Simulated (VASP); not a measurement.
# Si3Ge (P6/mmm) in VASP: reference runs

How does Si3Ge come out in PBE? The cell is run as given.

Program: VASP 6.6.1. These are calculated values, not measurements. Logs are shortened: lines on timing, memory, paths and dates and some standing lists are left out, and cuts for length are marked.

**1. Starting point**

It takes space group P6/mmm (No. 191, hexagonal). Conventional cell: a = 2.715 Å, b = 2.715 Å, c = 10.111 Å, α = 90.00°, β = 90.00°, γ = 120.00°. Si (site symmetry 6/mmm) is surrounded by 8 Si at 2.46 to 2.72 Å. Si (site symmetry 6mm) is surrounded by 7 Si at 2.46 to 2.72 Å and 1 Ge at 2.59 Å. Around Ge (site symmetry 6/mmm) lie 2 Si at 2.59 Å and 6 Ge at 2.71 to 2.72 Å.

The cell was built by a generator and needn't be a form met in nature.

**2. Single point, PBE**

Contents of INCAR:

```
SYSTEM = Si3Ge
PREC = Accurate
ENCUT = 520
EDIFF = 1E-7
ISMEAR = -1
SIGMA = 0.05
LREAL = .False.
LASPH = .True.
NELM = 60
ALGO = Normal
ISIF = 2
LWAVE = .False.
LCHARG = .False.
GGA = PE
NBANDS = 21
```

Contents of KPOINTS:

```
Automatic mesh
0
Gamma
  11 11 3
  0 0 0
```

Contents of POSCAR:

```
Si3Ge
1.0
    2.7150000000      0.0000000000      0.0000000000
   -1.3575000000      2.3512600000      0.0000000000
    0.0000000000      0.0000000000     10.1106100000
Si Ge
3 1
Direct
    0.0000000000      0.0000000000      0.5000000000
    0.0000000000      0.0000000000      0.7435600000
    0.0000000000      0.0000000000      0.2564400000
    0.0000000000      0.0000000000      0.0000000000
```

Potentials or basis: VASP PAW PBE potentials, release 64 (Si, Ge_d).

Started as:

```sh
cat potpaw_PBE.64/Si/POTCAR potpaw_PBE.64/Ge_d/POTCAR > POTCAR
mpirun -np 1 vasp_std > vasp.out
```

OUTCAR:

```text
SYSTEM = Si3Ge
   PREC = Accurate
   ENCUT = 520
   EDIFF = 1E-7
   ISMEAR = -1
   LREAL = .False.
   LASPH = .True.
   NELM = 60
   ISIF = 2
   GGA = PE

 ion  position               nearest neighbor table
   1  0.000  0.000  0.500-   2 2.46   3 2.46
   2  0.000  0.000  0.744-   1 2.46   4 2.59
   3  0.000  0.000  0.256-   1 2.46   4 2.59
   4  0.000  0.000  0.000-   2 2.59   3 2.59

  LATTYP: Found a hexagonal cell.
 ALAT       =     2.7150000000
 C/A-ratio  =     3.7239815838

  Lattice vectors:

 A1 = (   2.7150000000,   0.0000000000,   0.0000000000)
 A2 = (  -1.3575000000,   2.3512600000,   0.0000000000)
 A3 = (   0.0000000000,   0.0000000000,  10.1106100000)

Analysis of symmetry for initial positions (statically):
=====================================================================
 Subroutine PRICEL returns:
 Original cell was already a primitive cell.

 Routine SETGRP: Setting up the symmetry group for a
 hexagonal supercell.

 Subroutine GETGRP returns: Found 24 space group operations
 (whereof 24 operations were pure point group operations)
 out of a pool of 24 trial point group operations.

The static configuration has the point symmetry D_6h.

Analysis of symmetry for dynamics (positions and initial velocities):
=====================================================================
 Subroutine PRICEL returns:
 Original cell was already a primitive cell.

 Routine SETGRP: Setting up the symmetry group for a
 hexagonal supercell.

 Subroutine GETGRP returns: Found 24 space group operations
 (whereof 24 operations were pure point group operations)
 out of a pool of 24 trial point group operations.

The dynamic configuration has the point symmetry D_6h.

 Subroutine INISYM returns: Found 24 space group operations
 (whereof 24 operations are pure point group operations),
 and found     1 'primitive' translations

----------------------------------------------------------------------------------------

                                     Primitive cell

  volume of cell :      64.5428

  direct lattice vectors                    reciprocal lattice vectors
     2.715000000  0.000000000  0.000000000     0.368324125  0.212651940  0.000000000
    -1.357500000  2.351260000  0.000000000     0.000000000  0.425303880  0.000000000
     0.000000000  0.000000000 10.110610000     0.000000000  0.000000000  0.098906001

  length of vectors
     2.715000000  2.715000891 10.110610000     0.425304019  0.425303880  0.098906001

  position of ions in fractional coordinates (direct lattice)
     0.000000000  0.000000000  0.500000000
     0.000000000  0.000000000  0.743560000
     0.000000000  0.000000000  0.256440000
     0.000000000  0.000000000  0.000000000

  ion indices of the primitive-cell ions
   primitive index   ion index
                 1           1
                 2           2
                 3           3
                 4           4

----------------------------------------------------------------------------------------

 KPOINTS: Automatic mesh

Automatic generation of k-mesh.
 Grid dimensions read from file:
 generate k-points for:   11   11    3

 Generating k-lattice:

  Cartesian coordinates                     Fractional coordinates (reciprocal lattice)
     0.033484011  0.019331995  0.000000000     0.090909091 -0.000000000  0.000000000
     0.000000000  0.038663989  0.000000000     0.000000000  0.090909091  0.000000000
     0.000000000  0.000000000  0.032968667     0.000000000  0.000000000  0.333333333

  Length of vectors
     0.038664002  0.038663989  0.032968667

  Shift w.r.t. Gamma in fractional coordinates (k-lattice)
     0.000000000  0.000000000  0.000000000

 Subroutine IBZKPT returns following result:
 ===========================================

 Found     32 irreducible k-points:

 Following reciprocal coordinates:
            Coordinates               Weight
  0.000000  0.000000  0.000000      1.000000
  0.090909 -0.000000  0.000000      6.000000
  0.181818  0.000000  0.000000      6.000000
  0.272727 -0.000000  0.000000      6.000000
  0.363636  0.000000  0.000000      6.000000
  0.454545  0.000000  0.000000      6.000000
[... 16 lines left out ...]
  0.090909  0.090909  0.333333     12.000000
  0.181818  0.090909  0.333333     24.000000
 [... further k-points ...]
   k-points           NKPTS =     32   k-points in BZ     NKDIM =     32   number of bands    NBANDS=     21
   number of dos      NEDOS =    301   number of ions     NIONS =      4
   total plane-waves  NPLWV =  32000
   dimension x,y,z NGX =    20 NGY =   20 NGZ =   80
   dimension x,y,z NGXF=    40 NGYF=   40 NGZF=  160
   ions per type =               3   1
   NGX,Y,Z   is equivalent  to a cutoff of  12.25, 12.25, 13.15 a.u.
   NGXF,Y,Z  is equivalent  to a cutoff of  24.49, 24.49, 26.31 a.u.
 SYSTEM =  Si3Ge
   PREC   = accura    normal or accurate (medium, high low for compatibility)
   ISTART =      0    job   : 0-new  1-cont  2-samecut
   ICHARG =      2    charge: 1-file 2-atom 10-const
   ISPIN  =      1    spin polarized calculation?
   LNONCOLLINEAR =      F non collinear calculations
   LSORBIT =      F    spin-orbit coupling
   LASPH  =      T    aspherical Exc in radial PAW
   ENCUT  =  520.0 eV  38.22 Ry    6.18 a.u.   5.05  5.05 18.80*2*pi/ulx,y,z
   NELM   =     60;   NELMIN=  2; NELMDL= -5     # of ELM steps
   EDIFF  = 0.1E-06   stopping-criterion for ELM
   LREAL  =      F    real-space projection
   EDIFFG = 0.1E-05   stopping-criterion for IOM
   NSW    =      0    number of steps for IOM
   IBRION =     -1    ionic relax: 0-MD 1-quasi-New 2-CG
   NFREE  =      0    steps in history (QN), initial steepest desc. (CG)
   ISIF   =      2    stress and relaxation
   ISYM   =      2    0-nonsym 1-usesym 2-fastsym
   POTIM  = 0.5000    time-step for ionic-motion
   TEBEG  =    0.0;   TEEND  =   0.0 temperature during run
   PSTRESS=    0.0 pullay stress
   NELECT =      26.0000    total number of electrons
   NUPDOWN=      -1.0000    fix difference up-down
   EMIN   =  10.00;   EMAX   =-10.00  energy-range for DOS
   EFERMI =   0.00;   METHOD = LEGACY
   ISMEAR =    -1;   SIGMA  =   0.05  broadening in eV -4-tet -1-fermi 0-gaus
   EFERMI_NEDOS =   21; number of points for ismear=-14 and -15
   IALGO  =     38    algorithm
   IMIX   =      4    mixing-type and parameters
     AMIX     =   0.40;   BMIX     =  1.00
     AMIX_MAG =   1.60;   BMIX_MAG =  1.00
  volume/ion in A,a.u.               =      16.14       108.89
  Fermi-wavevector in a.u.,A,eV,Ry     =   1.209066  2.284803 19.889548  1.461841
  Thomas-Fermi vector in A             =   2.344655
   LORBIT       =      0    0 simple, 1 ext, 2 COOP (PROOUT), +10 PAW based schemes
   GGA     = PE    functional components
   LHFCALC =     F    Hartree Fock is set to
   AEXX    =    0.0000 exact exchange contribution
   IVDW    =     0    specifies the selected vdW correction
   LEPSILON=     F    determine dielectric tensor
   LRPA    =     F    only Hartree local field effects (RPA)
 non-spin polarized calculation
  energy-cutoff  :      520.00
  volume of cell :       64.54
 maximum number of plane-waves:      1759
   NGX = 11   NGY = 11   NGZ = 37

 number of electron      25.9999987 magnetization

 Free energy of the ion-electron system (eV)
  ---------------------------------------------------
  ext. energy  EPLUGINS =         0.00000000
  ---------------------------------------------------
  free energy    TOTEN  =       -19.39839859 eV

  energy without entropy =      -19.38228584  energy(sigma->0) =      -19.39034222

 E-fermi :   8.4708     XC(G=0): -11.0236

 val. band max:        8.4113703544   @ k =   0.1818   0.0000   0.0000
 cond. band min:       8.4710687425   @ k =   0.1818   0.1818   0.0000
 fundamental gap:      0.0596983881
 Fermi energy:         8.4707968364

 k-point     1 :       0.0000    0.0000    0.0000
  band No.  band energies     occupation
      1     -16.2868      2.00000
      2     -16.2868      2.00000
      3     -16.2714      2.00000
      4     -16.1141      2.00000
      5     -16.1141      2.00000
      6      -5.2253      2.00000
[... 13 lines left out ...]
     20      19.1597      0.00000
     21      20.4272      0.00000

 k-point     2 :       0.0909   -0.0000    0.0000
  band No.  band energies     occupation
      1     -16.2920      2.00000
      2     -16.2716      2.00000
      3     -16.2593      2.00000
      4     -16.1232      2.00000
      5     -16.1161      2.00000
      6      -5.0062      2.00000
[... 13 lines left out ...]
     20      18.2784      0.00000
     21      19.3528      0.00000

 k-point     3 :       0.1818    0.0000    0.0000
  band No.  band energies     occupation
      1     -16.3090      2.00000
      2     -16.2303      2.00000
      3     -16.2243      2.00000
      4     -16.1473      2.00000
      5     -16.1214      2.00000
      6      -4.3491      2.00000
[... 13 lines left out ...]
     20      16.9548      0.00000
     21      16.9875      0.00000

 k-point     4 :       0.2727   -0.0000    0.0000
  band No.  band energies     occupation
      1     -16.3322      2.00000
      2     -16.1790      2.00000
      3     -16.1785      2.00000
      4     -16.1759      2.00000
      5     -16.1283      2.00000
      6      -3.2574      2.00000
[... 13 lines left out ...]
     20      15.7516      0.00000
     21      16.1530      0.00000

 k-point     5 :       0.3636    0.0000    0.0000
  band No.  band energies     occupation
      1     -16.3539      2.00000
      2     -16.2067      2.00000
      3     -16.1384      2.00000
      4     -16.1346      2.00000
      5     -16.1254      2.00000
      6      -1.7469      2.00000
[... 13 lines left out ...]
     20      14.8561      0.00000
     21      15.5073      0.00000
[... 382 lines left out ...]
     20      15.2404      0.00000
     21      15.6058      0.00000

 k-point    22 :       0.4545    0.0000    0.3333
  band No.  band energies     occupation
      1     -16.3670      2.00000
      2     -16.2233      2.00000
      3     -16.1384      2.00000
      4     -16.1148      2.00000
      5     -16.0952      2.00000
      6       0.2198      2.00000
[... 13 lines left out ...]
     20      14.1130      0.00000
     21      15.2046      0.00000

 k-point    23 :       0.0909    0.0909    0.3333
  band No.  band energies     occupation
      1     -16.2954      2.00000
      2     -16.2626      2.00000
      3     -16.2242      2.00000
      4     -16.1393      2.00000
      5     -16.1202      2.00000
      6      -4.4493      2.00000
[... 13 lines left out ...]
     20      17.0372      0.00000
     21      17.6622      0.00000

 k-point    24 :       0.1818    0.0909    0.3333
  band No.  band energies     occupation
      1     -16.3092      2.00000
      2     -16.2316      2.00000
      3     -16.1737      2.00000
      4     -16.1655      2.00000
      5     -16.1277      2.00000
      6      -3.5712      2.00000
[... 13 lines left out ...]
     20      15.3152      0.00000
     21      16.0248      0.00000

 [... further k-points ...]
[... 5 lines left out ...]
  --------------------------------------------------------------------------------------
  -------------------------------------------------------------------------------------
  Total       -0.4629818     -0.4629822      1.4305282      0.0000000      0.0000000     -0.0000000
  in kB      -11.4928201    -11.4928301     35.5106939      0.0000000      0.0000000     -0.0000000
  external PRESSURE =       4.1750146 kB  Pullay stress =       0.0000000 kB

 VOLUME and BASIS-vectors are now :
 -----------------------------------------------------------------------------
  energy-cutoff  :      520.00
  volume of cell :       64.54
      direct lattice vectors                 reciprocal lattice vectors
     2.715000000  0.000000000  0.000000000     0.368324125  0.212651940  0.000000000
    -1.357500000  2.351260000  0.000000000     0.000000000  0.425303880  0.000000000
     0.000000000  0.000000000 10.110610000     0.000000000  0.000000000  0.098906001

 POSITION                                       TOTAL-FORCE (eV/Angst)
 -----------------------------------------------------------------------------------
      0.00000      0.00000      5.05530         0.000000      0.000000      0.000000
      0.00000      0.00000      7.51785        -0.000000      0.000000     -0.012223
      0.00000      0.00000      2.59276         0.000000     -0.000000      0.012223
      0.00000      0.00000      0.00000         0.000000      0.000000      0.000000
 -----------------------------------------------------------------------------------
    total drift:                               -0.000000      0.000000     -0.000000

  FREE ENERGIE OF THE ION-ELECTRON SYSTEM (eV)
  ---------------------------------------------------
  free  energy   TOTEN  =       -19.3983985922 eV

  energy  without entropy=      -19.3822858410  energy(sigma->0) =      -19.39034222
```

Run time: 35 s. Hardware: 1 thread of Intel Xeon Platinum 8259CL at 2.50GHz (Skylake/Cascade Lake), shared host; peak memory 0.19 GiB.

What came out:

| Quantity | Value |
| --- | --- |
| Free energy | -19.3984 eV |
| Pressure | 0.4 GPa |
| Largest force | 0.012 eV/Å |
| Band gap on the k mesh | none (metal or under the smearing width) |

Forces on the atoms (eV/Å):
```
Si   0.000  0.000  0.000
Si   0.000  0.000 -0.012
Si   0.000  0.000  0.012
Ge   0.000  0.000  0.000
```

Levels at points of the mesh, in eV from the Fermi level:
| k point | band 11 | band 12 | band 13 | band 14 | band 15 | band 16 |
| --- | --- | --- | --- | --- | --- | --- |
| (0.00, 0.00, 0.00) | -0.90 | -0.75 | 7.72 | 8.17 | 9.22 | 9.22 |
